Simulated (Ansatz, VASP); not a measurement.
# LiTi8Te16 in two plane-wave programs

Wanted: the spread between two codes on one cell, functional and k mesh. The structure shown is the end of the VASP relaxation below.

Program: Ansatz 0.2.0. Level of theory: plane waves, with VASP 6.6.1 beside it; single point at PBE. Results are calculated unless marked as measured.

### 1. The starting structure

The cell holds 25 atoms: 16 Te, 8 Ti and 1 Li. Cell: a = 7.588 Å, b = 7.588 Å, c = 13.227 Å, α = 90.0°, β = 90.0°, γ = 120.0°. It derives from TiTe2. Nearest the centre at fractional (0.000, 0.250, 0.250): Li25 at 1.89 Å, Te1 at 2.00 Å, Te13 at 2.01 Å, Te7 at 3.32 Å, Te9 at 3.33 Å, Te5 at 3.36 Å, Te11 at 3.38 Å, Ti20 at 3.84 Å.

### 2. VASP: relaxation, PBE

This run makes the geometry at which the two programs are then compared.

Lines of VASP's logs that name or quote its potential files are left out, and so is its time.

INCAR

```
SYSTEM = LiTi8Te16
PREC = Normal
ENCUT = 280
EDIFF = 1E-05
NELM = 120
ISMEAR = 1
SIGMA = 0.15
LREAL = Auto
ALGO = Fast
GGA = PE
NBANDS = 84
LASPH = .TRUE.
LORBIT = 11
LWAVE = .FALSE.
LCHARG = .FALSE.
KPAR = 3
IBRION = 2
NSW = 60
ISIF = 2
EDIFFG = -0.05
POTIM = 0.4
MAXMIX = 40
ISYM = 0
```

POSCAR

```
LiTi8Te16
1.0
    7.5877981536      0.0000000000      0.0000000000
   -3.7938990768      6.5712259598      0.0000000000
    0.0000000000      0.0000000000     13.2271116712
Te Ti Li
16 8 1
Direct
    0.1685027004      0.3322826445      0.3695363208
    0.1656982440      0.3319764233      0.8729492232
    0.1646952426      0.8283697262      0.3699697566
    0.1700306243      0.8354022472      0.8708088206
    0.6673419698      0.3346894686      0.3724851469
    0.6693665915      0.3341139659      0.8716335132
    0.6675910068      0.8365465627      0.3683735030
    0.6663514165      0.8334337716      0.8696217049
    0.3332194566      0.1646844459      0.1295271581
    0.3340206044      0.1687032827      0.6300660496
    0.3330100030      0.6640013463      0.1259333827
    0.3377855591      0.6663279409      0.6271819603
    0.8334222806      0.1660840924      0.1295115802
    0.8334436855      0.1667085144      0.6271426248
    0.8329977020      0.6635200188      0.1292299574
    0.8350298982      0.6620261748      0.6244940503
    0.0055033310      0.0077547107     -0.0015134443
   -0.0024003126      0.0017925694      0.4987287904
   -0.0018635477      0.4989404794      0.0008044116
   -0.0006454221      0.5008457565      0.4997330736
    0.4972868997     -0.0009734143     -0.0014370479
    0.4983068883     -0.0034205679      0.4983474935
    0.5037593406      0.4998381300     -0.0000815023
    0.5007078589      0.4987190914      0.4996544440
    0.0015503881      0.5008595530      0.2482470901
```

KPOINTS

```
Automatic mesh
0
Gamma
3 3 2
0 0 0
```

Potentials, in the order of the species: Te, Ti and Li (PBE family, release 64).

The run is started by

```console
mpirun -np 3 vasp_std
```

Numbers of over 12 decimals in the logs are rounded to 6 here.

The log of the run:

```text
[banner, memory and clock lines left out]
running    3 mpi-ranks, on    1 nodes
 distrk:  each k-point on    1 cores,    3 groups
 distr:  one band on    1 cores,    1 groups

 POSCAR found type information on POSCAR TeTiLi
 POSCAR found :  3 types and      25 ions
 LDA part: xc-table for (Slater+PW92), standard interpolation
 POSCAR, INCAR and KPOINTS ok, starting setup
 FFT: planning ... GRIDC
 FFT: planning ... GRID_SOFT
 FFT: planning ... GRID
 WAVECAR not read
 entering main loop
       N       E                     dE             d eps       ncg     rms          rms(c)
DAV:   1     0.641027913525E+03    0.64103E+03   -0.30059E+04  1688   0.773E+02
DAV:   2    -0.220461520376E+02   -0.66307E+03   -0.63582E+03  1700   0.211E+02
DAV:   3    -0.144313688800E+03   -0.12227E+03   -0.11711E+03  2328   0.826E+01
DAV:   4    -0.150535700044E+03   -0.62220E+01   -0.61277E+01  2104   0.206E+01
DAV:   5    -0.150717699132E+03   -0.18200E+00   -0.18173E+00  2160   0.429E+00    0.373E+01
RMM:   6    -0.146172466358E+03    0.45452E+01   -0.27452E+02  1864   0.426E+01    0.229E+01
RMM:   7    -0.132109686587E+03    0.14063E+02   -0.90661E+01  1697   0.319E+01    0.192E+01
RMM:   8    -0.135047981688E+03   -0.29383E+01   -0.41412E+01  1745   0.125E+01    0.952E+00
RMM:   9    -0.132953428237E+03    0.20946E+01   -0.79168E+00  1706   0.823E+00    0.714E+00
RMM:  10    -0.131969738984E+03    0.98369E+00   -0.33368E+00  1720   0.458E+00    0.350E+00
RMM:  11    -0.131902415433E+03    0.67324E-01   -0.17712E+00  1852   0.260E+00    0.194E+00
RMM:  12    -0.131904803601E+03   -0.23882E-02   -0.60744E-01  1926   0.170E+00    0.102E+00
RMM:  13    -0.131901989117E+03    0.28145E-02   -0.11293E-01  1790   0.845E-01    0.899E-01
RMM:  14    -0.131890429798E+03    0.11559E-01   -0.91590E-02  1717   0.847E-01    0.466E-01
RMM:  15    -0.131889223575E+03    0.12062E-02   -0.21375E-02  1758   0.393E-01    0.248E-01
RMM:  16    -0.131888548234E+03    0.67534E-03   -0.53986E-03  1870   0.184E-01    0.202E-01
RMM:  17    -0.131888183669E+03    0.36457E-03   -0.18205E-03  1779   0.113E-01    0.128E-01
RMM:  18    -0.131888188994E+03   -0.53248E-05   -0.49347E-04  1822   0.599E-02    0.991E-02
RMM:  19    -0.131888089990E+03    0.99004E-04   -0.70190E-04  1834   0.698E-02    0.382E-02
RMM:  20    -0.131888098644E+03   -0.86545E-05   -0.31284E-04  1772   0.364E-02    0.254E-02
RMM:  21    -0.131888101010E+03   -0.23656E-05   -0.35110E-05  1277   0.166E-02
   1 F= -.13188810E+03 E0= -.13187983E+03  d E =-.131888E+03
[... from here on, the cycles between the ionic steps are left out ...]
   2 F= -.13195834E+03 E0= -.13194982E+03  d E =-.702402E-01
   3 F= -.13200607E+03 E0= -.13199743E+03  d E =-.117969E+00
   5 F= -.13202685E+03 E0= -.13201845E+03  d E =-.207822E-01
   6 F= -.13202717E+03 E0= -.13201881E+03  d E =-.210982E-01
   7 F= -.13203591E+03 E0= -.13202751E+03  d E =-.874411E-02
   8 F= -.13203935E+03 E0= -.13203091E+03  d E =-.121790E-01
   9 F= -.13203952E+03 E0= -.13203107E+03  d E =-.123510E-01
  10 F= -.13204471E+03 E0= -.13203629E+03  d E =-.519313E-02
  11 F= -.13204591E+03 E0= -.13203757E+03  d E =-.639421E-02
  12 F= -.13205022E+03 E0= -.13204194E+03  d E =-.431096E-02
  13 F= -.13205220E+03 E0= -.13204401E+03  d E =-.628717E-02
  14 F= -.13205234E+03 E0= -.13204418E+03  d E =-.643067E-02
 curvature:  -7.30 expect dE=-0.111E-01 dE for cont linesearch -0.330E-05
 trial: gam= 0.59960 g(F)=  0.152E-02 g(S)=  0.000E+00 ort = 0.453E-04 (trialstep = 0.337E+01)
 search vector abs. value=  0.321E-02
 bond charge predicted
       N       E                     dE             d eps       ncg     rms          rms(c)
DAV:   1    -0.132052377725E+03   -0.36994E-04   -0.76104E-01  1680   0.210E+00    0.452E-01
RMM:   2    -0.132054790512E+03   -0.24128E-02   -0.30664E-02  1687   0.492E-01    0.213E-01
RMM:   3    -0.132054984588E+03   -0.19408E-03   -0.48121E-03  1728   0.217E-01    0.145E-01
RMM:   4    -0.132055065678E+03   -0.81090E-04   -0.13024E-03  1900   0.104E-01    0.151E-01
RMM:   5    -0.132055059118E+03    0.65603E-05   -0.26519E-04  1738   0.566E-02    0.115E-01
RMM:   6    -0.132055034323E+03    0.24795E-04   -0.18461E-04  1723   0.368E-02    0.626E-02
RMM:   7    -0.132055030952E+03    0.33710E-05   -0.42406E-05  1376   0.240E-02
  15 F= -.13205503E+03 E0= -.13204683E+03  d E =-.268639E-02
 trial-energy change:   -0.002686  1 .order   -0.002812   -0.005220   -0.000405
 step:   3.7089(harm=  3.6497)  dis= 0.01109  next Energy=  -132.055051 (dE=-0.271E-02)
 reached required accuracy - stopping structural energy minimisation
```

Parts of OUTCAR (step 2):

```text
ion  position               nearest neighbor table
   1  0.169  0.332  0.370-  25 2.73  18 2.76  24 2.78  20 2.81
   2  0.166  0.332  0.873-  17 2.70  19 2.77  23 2.78
   3  0.165  0.828  0.370-  25 2.69  20 2.75  22 2.77  18 2.81
   4  0.170  0.835  0.871-  21 2.73  17 2.78  19 2.80
   5  0.667  0.335  0.372-  25 2.74  24 2.75  20 2.76  22 2.78
   6  0.669  0.334  0.872-  19 2.75  23 2.76  21 2.77
   7  0.668  0.837  0.368-  22 2.76  18 2.77  24 2.82
   8  0.666  0.833  0.870-  21 2.78  23 2.79  17 2.81
   9  0.333  0.165  0.130-  17 2.76  21 2.77  23 2.79
  10  0.334  0.169  0.630-  24 2.77  18 2.81  22 2.81
  11  0.333  0.664  0.126-  25 2.71  19 2.75  23 2.76  21 2.77
  12  0.338  0.666  0.627-  24 2.75  22 2.76  20 2.79
  13  0.833  0.166  0.130-  25 2.70  19 2.77  17 2.78  21 2.81
  14  0.833  0.167  0.627-  18 2.75  20 2.77  22 2.78
  15  0.833  0.664  0.129-  25 2.69  19 2.75  23 2.76  17 2.85
  16  0.835  0.662  0.624-  20 2.70  24 2.75  18 2.78
  17  0.006  0.008  0.998-   2 2.70   9 2.76  13 2.78   4 2.78   8 2.81  15 2.85
  18  0.998  0.002  0.499-  14 2.75   1 2.76   7 2.77  16 2.78  10 2.81   3 2.81
  19  0.998  0.499  0.001-  15 2.75  11 2.75   6 2.75  13 2.77   2 2.77   4 2.80
  20  0.999  0.501  0.500-  16 2.70   3 2.75   5 2.76  14 2.77  12 2.79   1 2.81
  21  0.497  0.999  0.999-   4 2.73   6 2.77  11 2.77   9 2.77   8 2.78  13 2.81
  22  0.498  0.997  0.498-  12 2.76   7 2.76   3 2.77   5 2.78  14 2.78  10 2.81
  23  0.504  0.500  1.000-  15 2.76   6 2.76  11 2.76   2 2.78   8 2.79   9 2.79
  24  0.501  0.499  0.500-   5 2.75  16 2.75  12 2.75  10 2.77   1 2.78   7 2.82
  25  0.002  0.501  0.248-  15 2.69   3 2.69  13 2.70  11 2.71   1 2.73   5 2.74

 Found     10 irreducible k-points:

   k-points           NKPTS =     10   k-points in BZ     NKDIM =     10   number of bands    NBANDS=     84

   dimension x,y,z NGX =    32 NGY =   32 NGZ =   54
   dimension x,y,z NGXF=    64 NGYF=   64 NGZF=  108

   ENCUT  =  280.0 eV  20.58 Ry    4.54 a.u.  10.35 10.35 18.05*2*pi/ulx,y,z

   NELECT =     129.0000    total number of electrons

 k-points in reciprocal lattice and weights: Automatic mesh
   0.00000000  0.00000000  0.00000000       0.056
   0.33333333  0.00000000  0.00000000       0.111
   0.00000000  0.33333333  0.00000000       0.111
  -0.33333333  0.33333333  0.00000000       0.111
   0.33333333  0.33333333  0.00000000       0.111
   0.00000000  0.00000000  0.50000000       0.056
   0.33333333  0.00000000  0.50000000       0.111
   0.00000000  0.33333333  0.50000000       0.111
  -0.33333333  0.33333333  0.50000000       0.111
   0.33333333  0.33333333  0.50000000       0.111

 average (electrostatic) potential at core
       1 -88.6830       2 -88.6478       3 -88.6841       4 -88.6488       5 -88.6846
       6 -88.6466       7 -88.6272       8 -88.6306       9 -88.6276      10 -88.6320
      11 -88.6840      12 -88.6474      13 -88.6814      14 -88.6473      15 -88.6820
      16 -88.6498      17 -24.9386      18 -24.9380      19 -24.9598      20 -24.9601
      21 -24.9389      22 -24.9363      23 -24.9370      24 -24.9388      25 -25.1212

 E-fermi :   5.5260

 k-point     1 :       0.0000    0.0000    0.0000
  band No.  band energies     occupation
    ...
     61       5.2363      2.01980
     62       5.2370      2.02011
     63       5.5038      1.24761
     64       5.5140      1.13595
     65       5.5149      1.12563
     66       5.8299     -0.01471
     67       5.8394     -0.01186
     68       5.8561     -0.00794
     69       5.8564     -0.00789
     70       5.8671     -0.00599
    ...

 k-point     2 :       0.3333    0.0000    0.0000
  band No.  band energies     occupation
    ...
     61       4.7892      2.00000
     62       5.1355      2.00144
     63       5.1979      2.00833
     64       5.5056      1.22848
     65       5.5260      1.00045
     66       5.5918      0.33101
     67       5.7565     -0.05200
     68       5.9246     -0.00112
     69       5.9450     -0.00057
     70       5.9533     -0.00043
    ...

 k-point     3 :       0.0000    0.3333    0.0000
  band No.  band energies     occupation
    ...
     61       4.7887      2.00000
     62       5.1355      2.00144
     63       5.1980      2.00834
     64       5.5055      1.22916
     65       5.5265      0.99465
     66       5.5914      0.33452
     67       5.7562     -0.05219
     68       5.9244     -0.00112
     69       5.9451     -0.00057
     70       5.9541     -0.00041
    ...

  Total        1.3566665      1.3142919      4.3729859     -0.0177984     -0.0206064     -0.0275138
  in kB        3.2957669      3.1928258     10.6233496     -0.0432380     -0.0500595     -0.0668397
  external PRESSURE =       5.7039808 kB  Pullay stress =       0.0000000 kB

  energy-cutoff  :      280.00
  volume of cell :      659.52
      direct lattice vectors                 reciprocal lattice vectors
     7.587798154  0.000000000  0.000000000     0.131790538  0.076089303  0.000000000
    -3.793899077  6.571225960  0.000000000     0.000000000  0.152178605  0.000000000
     0.000000000  0.000000000 13.227111671     0.000000000  0.000000000  0.075602295

 POSITION                                       TOTAL-FORCE (eV/Angst)
 -----------------------------------------------------------------------------------
      0.03764      2.16708      4.96966        -0.002212      0.002137     -0.018066
     -0.00202      2.19101     11.46253         0.000722      0.007775      0.016284
     -1.89129      5.51457      4.96642        -0.005315     -0.006429     -0.006393
     -1.88743      5.46793     11.45942         0.001790     -0.010241      0.026335
      3.76028      2.16580      4.96524         0.012385      0.015666     -0.000700
      3.80672      2.19702     11.46762         0.005648     -0.007553     -0.012570
      1.90389      5.47357      4.92590        -0.004441     -0.007240      0.008749
      1.90245      5.47493     11.48886         0.001823     -0.001618      0.033500
      1.90130      1.09381      1.66687         0.008497      0.006511     -0.005425
      1.90463      1.09149      8.33237        -0.000520     -0.000801     -0.018186
      0.04001      4.40212      1.62707         0.001060     -0.007429      0.026569
     -0.00200      4.37672      8.35413        -0.001620     -0.017777     -0.000981
      5.70180      1.05086      1.62683        -0.011464      0.015151      0.002863
      5.69672      1.10262      8.35402         0.003182     -0.006604      0.006954
      3.76375      4.39899      1.62660        -0.002092      0.003227      0.013384
      3.80410      4.37465      8.35743         0.004079     -0.008379      0.005309
      0.03913      0.01271     13.15778        -0.016833      0.000721     -0.040983
      3.77101      6.54798      6.66383        -0.000703      0.016749      0.010063
     -1.88646      3.28608     13.17518        -0.011460     -0.003701     -0.018040
      5.69115      3.28390      6.64413         0.011503      0.005500      0.024405
      3.76804      0.01909     13.16005         0.011661     -0.002292     -0.039459
      0.03794      6.55260      6.66280        -0.013083     -0.000567      0.009239
      1.89886      3.24950     13.15843         0.009031      0.009700     -0.031355
      1.90072      3.31681      6.66309        -0.003138      0.000326      0.013309
     -1.89374      3.28398      3.29809         0.001500     -0.002831     -0.004805
 -----------------------------------------------------------------------------------
    total drift:                                0.040162     -0.037048      0.049108

  FREE ENERGIE OF THE ION-ELECTRON SYSTEM (eV)
  ---------------------------------------------------
  free  energy   TOTEN  =      -132.0550309518 eV

  energy  without entropy=     -132.0304151019  energy(sigma->0) =     -132.04682567

 reached required accuracy - stopping structural energy minimisation

 total charge
# of ion       s       p       d       tot
------------------------------------------
    1        1.375   2.026   0.036   3.436
    2        1.384   1.993   0.037   3.414
    3        1.375   2.026   0.036   3.436
    4        1.384   1.992   0.037   3.413
    5        1.375   2.026   0.036   3.436
    6        1.384   1.993   0.037   3.414
    7        1.383   1.994   0.035   3.412
    8        1.383   1.988   0.036   3.406
    9        1.383   1.995   0.036   3.413
   10        1.383   1.988   0.036   3.407
   11        1.375   2.026   0.036   3.437
   12        1.384   1.993   0.037   3.414
   13        1.375   2.025   0.036   3.436
   14        1.384   1.993   0.037   3.414
   15        1.375   2.026   0.036   3.436
   16        1.384   1.993   0.037   3.414
   17        0.388   0.580   2.386   3.353
   18        0.388   0.580   2.385   3.353
   19        0.382   0.568   2.370   3.320
   20        0.382   0.568   2.372   3.322
   21        0.387   0.579   2.385   3.352
   22        0.388   0.580   2.385   3.354
   23        0.388   0.580   2.385   3.352
   24        0.387   0.580   2.385   3.352
   25        0.088   0.170   0.000   0.258
--------------------------------------------------
tot         25.259  36.863  19.633  81.755

[... 3 further parts left out ...]
```

This run has no spin polarisation, so a moment on Ti, if there is one, isn't seen. Its electron count is odd, so without a moment it is a metal by construction. The data set Ti keeps the semicore shell frozen, which is cheaper and a little less accurate.

[end of part 1 of 2]

[Lines on the potential files, build, host, timing and source positions are cut from VASP's logs without a mark.]

[Logs are printed without paths, hosts, clocks, repeated set-up lines and the standing remarks that a program may print on its own settings, such as how far it seeks lower states.]

[Hosts, paths, dates, database ids (printed as entryN), source tags and the programs' standing remarks are cut or masked in the printed files.]
